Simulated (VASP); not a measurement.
# Ir (P6_3/mmc) in VASP: settings compared

Aim: see how the results for Ir move with the level of theory and the settings. Levels: PBEsol, LDA, PBE. Tasks: relaxation of cell and atoms.

All numbers are computed with VASP 6.6.1; they aren't measurements. Logs are shortened: lines on timing, memory, paths and dates and some standing lists are left out, and cuts for length are marked.

## 1. Starting point

Symmetry: P6_3/mmc, No. 194, hexagonal system. Conventional cell: a = 2.718 Å, b = 2.718 Å, c = 4.439 Å, α = 90.00°, β = 90.00°, γ = 120.00°. Ir (site symmetry -6m2) has 12 Ir at 2.72 Å as nearest neighbours.

This isn't the form of Ir at room conditions, which is fcc.

## 2. Relaxation of cell and atoms, PBEsol

Contents of INCAR:

```
PREC = Accurate
ENCUT = 600
EDIFF = 1E-7
ISMEAR = 0
SIGMA = 0.1
LREAL = False
LASPH = True
NELM = 80
ALGO = Normal
ISIF = 3
LWAVE = False
LCHARG = False
GGA = PS
IBRION = 2
NSW = 90
EDIFFG = -0.005
```

Contents of KPOINTS:

```
Automatic mesh
0
Gamma
  18 18 10
```

Contents of POSCAR:

```
Ir
1.0
    2.7181147100      0.0000000000      0.0000000000
   -1.3590573500      2.3539563900      0.0000000000
    0.0000000000      0.0000000000      4.4386813200
Ir
2
Direct
    0.3333333300      0.6666666700      0.2500000000
    0.6666666700      0.3333333300      0.7500000000
```

Potentials or basis: VASP PAW PBE potentials, release 64 (Ir).

Run with:

```sh
$ cat potpaw_PBE.64/Ir/POTCAR > POTCAR
$ mpirun -np 1 vasp_std > vasp.out
```

OUTCAR:

```text
PREC = Accurate
   ENCUT = 600
   EDIFF = 1E-7
   ISMEAR = 0
   LREAL = False
   LASPH = True
   NELM = 80
   ISIF = 3
   GGA = PS
   IBRION = 2
   NSW = 90
   EDIFFG = -0.005

 ion  position               nearest neighbor table
   1  0.333  0.667  0.250-   2 2.72   2 2.72   2 2.72   2 2.72   2 2.72   2 2.72
   2  0.667  0.333  0.750-   1 2.72   1 2.72   1 2.72   1 2.72   1 2.72   1 2.72

  LATTYP: Found a hexagonal cell.
 ALAT       =     2.7181147100
 C/A-ratio  =     1.6329999995

  Lattice vectors:

 A1 = (   2.7181147100,   0.0000000000,   0.0000000000)
 A2 = (  -1.3590573500,   2.3539563900,   0.0000000000)
 A3 = (   0.0000000000,   0.0000000000,   4.4386813200)

Analysis of symmetry for initial positions (statically):
=====================================================================
 Subroutine PRICEL returns:
 Original cell was already a primitive cell.

 Routine SETGRP: Setting up the symmetry group for a
 hexagonal supercell.

 Subroutine GETGRP returns: Found 24 space group operations
 (whereof 12 operations were pure point group operations)
 out of a pool of 24 trial point group operations.

The static configuration has the point symmetry D_3d.
 The point group associated with its full space group is D_6h.

Analysis of symmetry for dynamics (positions and initial velocities):
=====================================================================
 Subroutine PRICEL returns:
 Original cell was already a primitive cell.

 Routine SETGRP: Setting up the symmetry group for a
 hexagonal supercell.

 Subroutine GETGRP returns: Found 24 space group operations
 (whereof 12 operations were pure point group operations)
 out of a pool of 24 trial point group operations.

The dynamic configuration has the point symmetry D_3d.
 The point group associated with its full space group is D_6h.

 Subroutine INISYM returns: Found 24 space group operations
 (whereof 12 operations are pure point group operations),
 and found     1 'primitive' translations

----------------------------------------------------------------------------------------

                                     Primitive cell

  volume of cell :      28.4001

  direct lattice vectors                    reciprocal lattice vectors
     2.718114710  0.000000000  0.000000000     0.367902060  0.212408352  0.000000000
    -1.359057350  2.353956390  0.000000000     0.000000000  0.424816706  0.000000000
     0.000000000  0.000000000  4.438681320     0.000000000  0.000000000  0.225292137

  length of vectors
     2.718114710  2.718114708  4.438681320     0.424816706  0.424816706  0.225292137

[... 105 lines left out ...]
   GGA     = PS    functional components
   LHFCALC =     F    Hartree Fock is set to
   AEXX    =    0.0000 exact exchange contribution
   IVDW    =     0    specifies the selected vdW correction
   LEPSILON=     F    determine dielectric tensor
   LRPA    =     F    only Hartree local field effects (RPA)
 conjugate gradient relaxation of ions
 non-spin polarized calculation
 Gauss-broadening in eV      SIGMA  =   0.10
  energy-cutoff  :      600.00
  volume of cell :       28.40
 maximum number of plane-waves:       972
 NGX is ok and might be reduce to    24
   NGX = 11   NGY = 11   NGZ = 17

--------------------------------------- Ionic step        1  -------------------------------------------

 number of electron      18.0000000 magnetization

 Free energy of the ion-electron system (eV)
  ---------------------------------------------------
  ext. energy  EPLUGINS =         0.00000000
  ---------------------------------------------------
  free energy    TOTEN  =       -19.49082015 eV

  energy without entropy =      -19.48058840  energy(sigma->0) =      -19.48570428

------------------------ aborting loop because EDIFF is reached ----------------------------------------

  FORCE on cell =-STRESS in cart. coord.  units (eV):
  Direction    XX          YY          ZZ          XY          YZ          ZX
  --------------------------------------------------------------------------------------
  -------------------------------------------------------------------------------------
  Total       -0.0756039     -0.0756039     -0.5854182     -0.0000000      0.0000000      0.0000000
  in kB       -4.2651532     -4.2651532    -33.0260497     -0.0000000      0.0000000      0.0000000
  external PRESSURE =     -13.8521187 kB  Pullay stress =       0.0000000 kB
[... 131 lines left out ...]
--------------------------------------- Ionic step        5  -------------------------------------------

 number of electron      18.0000000 magnetization

 Free energy of the ion-electron system (eV)
  ---------------------------------------------------
  ext. energy  EPLUGINS =         0.00000000
  ---------------------------------------------------
  free energy    TOTEN  =       -19.49251240 eV

  energy without entropy =      -19.48245686  energy(sigma->0) =      -19.48748463

 E-fermi :  10.3749     XC(G=0): -14.1002

 val. band max:       10.3691075135   @ k =   0.3333   0.3333   0.1000
 cond. band min:      10.3749421780   @ k =   0.3333  -0.0000   0.4000
 fundamental gap:      0.0058346645
 Fermi energy:        10.3749068475

 k-point     1 :       0.0000    0.0000    0.0000
  band No.  band energies     occupation
      1      -0.9456      2.00000
      2       2.1254      2.00000
      3       6.3942      2.00000
      4       6.4952      2.00000
      5       6.4952      2.00000
      6       7.1606      2.00000
      7       7.1606      2.00000
      8       7.9690      2.00000
      9       7.9690      2.00000
     10       9.4840      2.00000
     11      10.6431      0.00015
     12      10.6431      0.00015
     13      17.4173      0.00000
[... 354 lines left out ...]
  band No.  band energies     occupation
      1       3.0970      2.00000
      2       3.1906      2.00000
      3       3.5205      2.00000
      4       6.0939      2.00000
      5       6.2536      2.00000
      6       6.7588      2.00000
      7       7.3456      2.00000
      8      10.5391      0.02020
      9      11.0107      0.00000
     10      11.1433      0.00000
     11      12.9151      0.00000
     12      16.0667      0.00000
     13      18.4988      0.00000

 [... further k-points ...]

------------------------ aborting loop because EDIFF is reached ----------------------------------------

  FORCE on cell =-STRESS in cart. coord.  units (eV):
  Direction    XX          YY          ZZ          XY          YZ          ZX
  --------------------------------------------------------------------------------------
  -------------------------------------------------------------------------------------
  Total        0.0017088      0.0017088      0.0008673      0.0000000     -0.0000000      0.0000000
  in kB        0.0967507      0.0967507      0.0491020      0.0000000     -0.0000000      0.0000000
  external PRESSURE =       0.0808678 kB  Pullay stress =       0.0000000 kB
[... 17 lines left out ...]
  FREE ENERGIE OF THE ION-ELECTRON SYSTEM (eV)
  ---------------------------------------------------
  free  energy   TOTEN  =       -19.4925124011 eV

  energy  without entropy=      -19.4824568550  energy(sigma->0) =      -19.48748463

 reached required accuracy - stopping structural energy minimisation
```

Wall time 3.8 min (1 thread of Intel Xeon Platinum 8488C (Sapphire Rapids), shared host); peak memory 0.24 GiB.

Results:

```yaml
Free_energy: -19.4925 eV
Relaxed_volume: 14.15 Å³/atom
Relaxed_cell: a = 2.721 Å, b = 2.721 Å, c = 4.412 Å, α = 90.00°, β = 90.00°, γ = 120.00°
Space_group_after_relaxing_to_0.05_Å: P6_3/mmc (No. 194)
Energy_gained_by_relaxing: 0.8 meV/atom
Ionic_steps: 5
Pressure_after_relaxing: 0.0 GPa
Band_gap_on_the_k_mesh: none (metal or under the smearing width)
```

Step by step:
```tsv
step	energy change (eV)	largest force (eV/Å)	pressure (GPa)	volume (Å³)
1	0.0000	0.0000	-1.39	28.40
2	0.0061	0.0000	5.77	27.90
3	-0.0013	0.0000	0.65	28.25
4	-0.0012	0.0000	-0.71	28.35
5	-0.0017	0.0000	0.01	28.30
```

Final structure:
```
Ir
1.0
     2.72141    0.00000    0.00000
    -1.36071    2.35681    0.00000
     0.00000    0.00000    4.41203
Ir
2
Direct
  0.33333 0.66667 0.25000
  0.66667 0.33333 0.75000
```

Levels at points of the mesh, in eV from the Fermi level:
| k point | band 5 | band 6 | band 7 | band 8 | band 9 | band 10 | band 11 | band 12 | band 13 |
| --- | --- | --- | --- | --- | --- | --- | --- | --- | --- |
| (0.00, 0.00, 0.00) | -3.88 | -3.21 | -3.21 | -2.41 | -2.41 | -0.89 | 0.27 | 0.27 | 7.04 |
| (0.50, 0.00, 0.00) | -3.61 | -3.52 | -3.02 | 0.71 | 0.98 | 1.13 | 2.94 | 4.39 | 8.21 |
| (0.00, 0.00, 0.50) | -4.00 | -4.00 | -4.00 | -4.00 | -0.48 | -0.48 | -0.48 | -0.48 | 13.59 |
| (0.50, 0.00, 0.50) | -2.16 | -2.16 | -1.02 | -1.02 | 0.96 | 0.96 | 2.00 | 2.00 | 7.64 |

Caveat: the PAW data sets were made with another functional, which shifts forces and pressure a little.

## 3. Relaxation of cell and atoms, LDA

Edit INCAR of step 2 so:

```diff
@@ -12,3 +12,2 @@
 LCHARG = False
-GGA = PS
 IBRION = 2
```

KPOINTS is that of step 2.

POSCAR is that of step 2.

Potentials or basis: VASP PAW LDA potentials, release 64 (Ir).

Run with:

```sh
$ cat potpaw_LDA.64/Ir/POTCAR > POTCAR
$ mpirun -np 1 vasp_std > vasp.out
```

It took 3.8 min on 1 thread of Intel Xeon Platinum 8488C (Sapphire Rapids), shared host; peak memory 0.22 GiB.

Results (log left out):

| Quantity | Value |
| --- | --- |
| Free energy | -20.5042 eV |
| Relaxed volume | 13.99 Å³/atom |
| Relaxed cell | a = 2.711 Å, b = 2.711 Å, c = 4.395 Å, α = 90.00°, β = 90.00°, γ = 120.00° |
| Space group after relaxing (to 0.05 Å) | P6_3/mmc (No. 194) |
| Energy gained by relaxing | 4.5 meV/atom |
| Ionic steps | 6 |
| Pressure after relaxing | 0.0 GPa |
| Band gap on the k mesh | none (metal or under the smearing width) |

The path:
| step | energy change (eV) | largest force (eV/Å) | pressure (GPa) | volume (Å³) |
| --- | --- | --- | --- | --- |
| 1 | 0.0000 | 0.0000 | -5.75 | 28.40 |
| 2 | 0.1257 | 0.0000 | 27.95 | 26.35 |
| 3 | -0.0084 | 0.0000 | 0.04 | 27.98 |
| 4 | -0.0084 | 0.0000 | 0.19 | 27.97 |
| 5 | -0.0088 | 0.0000 | -0.09 | 27.99 |
| 6 | -0.0090 | 0.0000 | 0.00 | 27.98 |

Final structure:
```
CELL_PARAMETERS angstrom
2.71131 0.00000 0.00000
-1.35566 2.34806 0.00000
0.00000 0.00000 4.39514
ATOMIC_POSITIONS crystal
Ir 0.33333 0.66667 0.25000
Ir 0.66667 0.33333 0.75000
```

Levels at points of the mesh, in eV from the Fermi level:
| k point | band 7 | band 8 | band 9 | band 10 | band 11 | band 12 |
| --- | --- | --- | --- | --- | --- | --- |
| (0.00, 0.00, 0.00) | -3.28 | -2.46 | -2.46 | -0.81 | 0.27 | 0.27 |
| (0.50, 0.00, 0.00) | -3.07 | 0.72 | 1.00 | 1.15 | 3.02 | 4.49 |
| (0.00, 0.00, 0.50) | -4.08 | -4.08 | -0.49 | -0.49 | -0.49 | -0.49 |
| (0.50, 0.00, 0.50) | -1.00 | -1.00 | 0.98 | 0.98 | 2.06 | 2.06 |

The run has no spin-orbit coupling, so splittings on Ir are missing.

## 4. Relaxation of cell and atoms, PBE

Edit INCAR of step 3 so:

```diff
@@ -12,2 +12,3 @@
 LCHARG = False
+GGA = PE
 IBRION = 2
```

KPOINTS is that of step 3.

POSCAR is that of step 3.

Potentials or basis: VASP PAW PBE potentials, release 64 (Ir).

Run with:

```sh
$ cat potpaw_PBE.64/Ir/POTCAR > POTCAR
$ mpirun -np 1 vasp_std > vasp.out
```

Wall time 5.2 min (1 thread of Intel Xeon Platinum 8488C (Sapphire Rapids), shared host); peak memory 0.24 GiB.

The run converged. Its results:

* Free energy: -17.5592 eV
* Relaxed volume: 14.59 Å³/atom
* Relaxed cell: a = 2.750 Å, b = 2.750 Å, c = 4.456 Å, α = 90.00°, β = 90.00°, γ = 120.00°
* Space group after relaxing (to 0.05 Å): P6_3/mmc (No. 194)
* Energy gained by relaxing: 12.2 meV/atom
* Ionic steps: 9
* Pressure after relaxing: 0.0 GPa
* Band gap on the k mesh: none (metal or under the smearing width)

Step by step:
| step | energy change (eV) | largest force (eV/Å) | pressure (GPa) | volume (Å³) |
| --- | --- | --- | --- | --- |
| 1 | 0.0000 | 0.0000 | 9.94 | 28.40 |
| 2 | 0.2480 | 0.0000 | -26.23 | 32.17 |
| 3 | -0.0238 | 0.0000 | -0.52 | 29.22 |
| 4 | -0.0239 | 0.0000 | -0.14 | 29.18 |
| 5 | -0.0239 | 0.0000 | 0.05 | 29.17 |
| 6 | -0.0244 | 0.0000 | 0.23 | 29.16 |
| 7 | -0.0245 | 0.0000 | 0.18 | 29.16 |
| 8 | -0.0244 | 0.0000 | -0.47 | 29.21 |
| 9 | -0.0245 | 0.0000 | 0.02 | 29.17 |

Final structure:
```xyz
2
Lattice="2.7495 0.0000 0.0000 -1.3748 2.3812 0.0000 0.0000 0.0000 4.4556" Properties=species:S:1:pos:R:3 pbc="T T T"
Ir    0.0000    1.5874    1.1139
Ir    1.3748    0.7937    3.3417
```

Levels at points of the mesh, in eV from the Fermi level:
| k point | band 5 | band 6 | band 7 | band 8 | band 9 | band 10 | band 11 | band 12 | band 13 |
| --- | --- | --- | --- | --- | --- | --- | --- | --- | --- |
| (0.00, 0.00, 0.00) | -3.68 | -3.05 | -3.05 | -2.29 | -2.29 | -0.74 | 0.25 | 0.25 | 6.81 |
| (0.50, 0.00, 0.00) | -3.43 | -3.33 | -2.87 | 0.66 | 0.91 | 1.06 | 2.83 | 4.26 | 8.07 |
| (0.00, 0.00, 0.50) | -3.80 | -3.80 | -3.80 | -3.80 | -0.47 | -0.47 | -0.47 | -0.47 | 13.57 |
| (0.50, 0.00, 0.50) | -2.05 | -2.05 | -0.92 | -0.92 | 0.90 | 0.90 | 1.96 | 1.96 | 7.41 |

The run has no spin-orbit coupling, so splittings on Ir are missing.

## 5. Overview

```csv
level,potentials or basis,gap on the mesh (eV),pressure (GPa),relaxed volume (Å³/atom)
PBEsol,"VASP PAW PBE potentials, release 64 (Ir)",none,0.0,14.15
LDA,"VASP PAW LDA potentials, release 64 (Ir)",none,0.0,13.99
PBE,"VASP PAW PBE potentials, release 64 (Ir)",none,0.0,14.59
```

Alike in all rows: task relaxation of cell and atoms; no spin polarisation; cell relaxed; k mesh 18 × 18 × 10; cutoff (eV) 600; smearing gaussian 0.1 eV.

Caveats: the PAW data sets were made with another functional, which shifts forces and pressure a little (some runs).

Total energies depend on the potentials used, so only differences within one code and one set of settings carry meaning.
